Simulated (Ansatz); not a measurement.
Here is an Ansatz 0.2.0 calculation.

File input.yaml:

```yaml
crystal:
  lattice:
    - [-2.9401404553, 2.9401404553, 1.5993019889]
    - [2.9401404553, -2.9401404553, 1.5993019889]
    - [2.9401404553, 2.9401404553, -1.5993019889]
  atoms:
    - { symbol: Sn, position: [0.0, 0.0, 0.0] }
    - { symbol: Sn, position: [0.75, 0.25, 0.5] }
hamiltonian:
  xc: pbesol
  pseudopotentials: { kind: paw }
kpoints:
  mp_grid: { grid: [7, 7, 7] }
scf:
  occupations: { method: fermi_dirac, width: 0.05 }
output:
  forces: true
  stress: true
elastic:
  mode: relaxed_ion
  stencil: two_point
```

Potentials or basis: Ansatz PAW.

Launch:

```console
$ ansatz run input.yaml --threads 2 --pin off --max-ram 5632MiB --backend cpu --events-out ev --progress --plain --runs-dir out
```

Q: Predict the Voigt bulk modulus.

A: 48 GPa.

Q: What does it give for the band gap on the k mesh?

A: None (metal or under the smearing width).

Q: Estimate the pressure.

A: -1.6 GPa.

Stress tensor (GPa, compression positive):
```
-1.82  0.00  0.00
 0.00 -1.82  0.00
 0.00  0.00 -1.21
```

Caveat: the elastic tensor has a negative eigenvalue, so either the cell is unstable as it stands or the mesh is too thin; the PAW data sets come from PBE, with cores solved anew for the run's functional, which leaves a small shift of forces and pressure.
